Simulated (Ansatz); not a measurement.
Crystal: TiTe2.

```
CELL_PARAMETERS angstrom
3.77700 0.00000 0.00000
-1.88850 3.27098 0.00000
0.00000 0.00000 6.49800
ATOMIC_POSITIONS crystal
Te 0.33333 0.66667 0.73720
Te 0.66667 0.33333 0.26280
Ti 0.00000 0.00000 0.00000
```

```yaml
Program: Ansatz 0.2.0
Task: relaxation of cell and atoms
Functional: RPBE
Potentials_or_basis: all-electron LAPW, scalar-relativistic
Basis_error_allowed: 0.002 eV/atom
k_mesh: 8 × 8 × 4
Occupations: fermi-dirac, width 0.05 eV
Spin: no spin polarisation
```

At the start: volume 26.76 Å³/atom.

Where does the relaxation end?

Over 14 steps the energy falls by 49.4 meV/atom and the volume is 38.59 Å³/atom (+44.2 %); space group P-3m1 (No. 164, to 0.05 Å).

Step by step:
```tsv
step	energy change (eV)	largest force (eV/Å)	volume (Å³)
1	0.0000	0.0896	80.28
2	-0.0615	0.0505	89.47
3	-0.0789	0.0427	90.13
4	-0.1008	0.0728	92.49
5	-0.1190	0.0196	95.80
6	-0.1322	0.0188	100.71
7	-0.1408	0.0043	104.49
8	-0.1449	0.0039	107.23
9	-0.1473	0.0382	111.07
10	-0.1479	0.0012	113.08
11	-0.1481	0.0038	114.78
12	-0.1481	0.0017	115.52
13	-0.1482	0.0005	115.77
14	-0.1481	0.0004	115.77
```

Final structure:
```
Te Ti
1.0
     3.81062    0.00000    0.00000
    -1.90531    3.30009    0.00000
     0.00000    0.00000    9.20625
Te Ti
2 1
Direct
  0.33333 0.66667 0.81090
  0.66667 0.33333 0.18910
  0.00000 0.00000 0.00000
```

Caveat: the volume moved by over 15 % at a fixed basis, so the end points are rough; this functional lacks dispersion, which binds the layers, so the pressure and a relaxed spacing across them are unreliable, and here the layers came unbound.
